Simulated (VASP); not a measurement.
A run of VASP 6.6.1 is set up as follows.

The input INCAR:

```
SYSTEM = Ca8H15
PREC     = Accurate       ! precision mode
ENCUT    = 520            ! plane-wave cutoff, eV
EDIFF    = 1E-6           ! SCF threshold, eV
ISMEAR   = -1             ! smearing method
SIGMA    = 0.05           ! smearing width, eV
LREAL    = Auto         
LASPH    = .True.         ! aspherical terms in the spheres
NELM     = 60             ! most SCF steps
ALGO     = Fast           ! electronic algorithm
ISIF     = 2              ! what is computed and relaxed
LWAVE    = .False.        ! write WAVECAR
LCHARG   = .True.         ! write CHGCAR
GGA      = PS             ! functional
LELF     = .True.         ! ELF
LVHAR    = .True.       
NELECT   = 96.0         
NBANDS   = 64             ! bands
```

The input KPOINTS:

```
regular mesh
0
Gamma
  2 2 2
  0 0 0
```

POSCAR

```
Ca8H15
1.0
   -6.0435000000     -3.6526200000      0.0000000000
    6.0435000000     -3.6526200000      0.0000000000
    0.0000000000      0.0000000000      6.9115200000
Ca H
8 15
Direct
    0.2019824092      0.4783785372      0.0392098988
    1.0123635732      0.2665540257      0.5485624002
    0.0232274217      0.7712707741      0.3943416209
    0.7428998622      0.4788806680      0.8355036229
    0.7308032842      0.9753966490      0.1471311665
    0.4831407347      0.7456210855      0.6521864944
    0.5546305020      0.2880796622      0.4274023659
    0.2004865937      0.0397519201      0.9058065375
   -0.0206782683      0.1670937181      0.9253536125
    0.9533378746      0.7669889046      0.0464297289
    0.8783905603      0.4864653514      0.5379424497
    0.8720206040      0.8478955110      0.6669444637
    0.9775414709      0.3721472457      0.2666851865
    0.1590077472      0.5432552859      0.7823894020
    0.1302098740      0.1568169725      0.1983644698
    0.6263821493      0.0248763993      0.4330017131
    0.5590664300      0.6852184942      0.9505723777
    0.5256880057      0.3078506597      0.0460390768
    0.2989463849      0.9197952307      0.6545159386
    0.3631654587      0.3597402912      0.6355331389
    0.3619887414      0.8599286768      0.0096216172
    0.5414452494      0.1399560461      0.7388533926
    0.6419193510      0.6217489200      0.3966710651
```

Potentials or basis: VASP PAW PBE potentials, release 64 (Ca_sv, H).

The run is started by

```sh
$ cat potpaw_PBE.64/Ca_sv/POTCAR potpaw_PBE.64/H/POTCAR > POTCAR
$ mpirun -np 1 vasp_std > vasp.out
```

Problem. Estimate the band gap on the k mesh.

Solution. 0.20 eV, indirect (least direct gap 0.29 eV).

Problem. Predict the largest force.

Solution. 2.322 eV/Å.

Forces on the atoms (eV/Å):
```
Ca  -0.796 -1.186  1.830
Ca  -0.103  0.110  0.305
Ca  -0.248 -0.191 -0.151
Ca   0.546 -0.959  0.433
Ca  -0.112  0.652 -0.640
Ca   0.365 -0.613 -0.308
Ca   0.214  0.891 -0.707
Ca  -1.247 -0.582 -0.480
H    0.575  0.030 -0.434
H   -0.034  0.437  0.483
H    0.007  0.679  0.555
H   -0.013 -0.211  0.038
H    0.749  0.550 -0.179
H    0.619  0.429 -1.428
H   -0.151  0.310  0.731
H   -0.493 -0.316 -0.057
H   -0.422  0.119 -0.216
H    0.116  0.586  0.709
H    0.567  0.455 -1.002
H    0.109  0.069  0.433
H   -0.264  0.038  0.346
H   -0.269 -0.697 -0.027
H    0.287 -0.602 -0.234
```

Caveat: the k mesh is coarse (spacing up to 0.50 Å⁻¹), so the values aren't converged; the cell carries a net charge on a neutralising background, which shifts energy and pressure; the cell is charged against a uniform background, so pressure and absolute levels hang on convention; the PAW data sets were made with another functional, which shifts forces and pressure a little. Expect the measured gap to be larger: semilocal functionals such as PBEsol lack the derivative discontinuity.
